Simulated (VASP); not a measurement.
VASP inputs for HfS₂ (strained 1T (CdI2) bulk)

INCAR

```
GGA = PE
NELM = 120
LWAVE = .FALSE.
NBANDS = 18
SIGMA = 0.02
ISIF = 2
EDIFF = 1E-7
ENCUT = 520
PREC = Accurate
LCHARG = .FALSE.
NSW = 0
IBRION = -1
LREAL = .FALSE.
ISMEAR = -1
LASPH = .TRUE.
```

KPOINTS

```
KPOINTS created by Atomic Simulation Environment
0
Gamma
12 12 4
0 0 0
```

KPOINTS_OPT

```
special points
9
Reciprocal
0.0000000000 0.0000000000 0.0000000000 1
0.5000000000 0.0000000000 0.0000000000 1
0.3333333333 0.3333333333 0.0000000000 1
0.0000000000 0.0000000000 0.5000000000 1
0.5000000000 0.0000000000 0.5000000000 1
0.3333333333 0.3333333333 0.5000000000 1
0.0000000000 0.2500000000 0.2500000000 1
-0.0572920000 0.0260420000 0.0000000000 1
0.0000000000 0.5000000000 0.5000000000 1
```

POSCAR

```
Hf S
 1.0000000000000000
     3.5576900392857636   -0.0000000000288675    0.0000000000000000
    -1.7788450196178818    3.0810499528267630    0.0000000000000000
     0.0000000000000000    0.0000000000000000    5.7607909876000001
 Hf  S
   1   2
Cartesian
 -0.0000000000000000 -0.0000000000000000 -0.0000000000000000
  0.0000000000166666  2.0540333018748855  1.4642598582466255
  1.7788450196512149  1.0270166509230092  4.2965311293533732
```

VASP ran with the recommended PBE PAW datasets (22 valence electrons in the cell).

Problem. Predict the results.

Solution. gap between bands v and c 0.80 eV; least direct gap 1.76 eV; pressure 4.8 GPa; largest force 0.09 eV/Å.

Band v is the last that the valence electrons fill when counted band by band, and c is the next. Levels in eV from the top of v:

```
point    v−1      v     c   c+1
    Γ  -0.09   0.00  1.94  1.94
    M  -2.26  -1.42  0.99  4.20
    K  -2.38  -1.76  2.65  3.72
    A  -0.28  -0.28  1.88  1.88
    L  -1.06  -0.96  0.80  4.19
    H  -2.00  -2.00  2.86  3.20
```
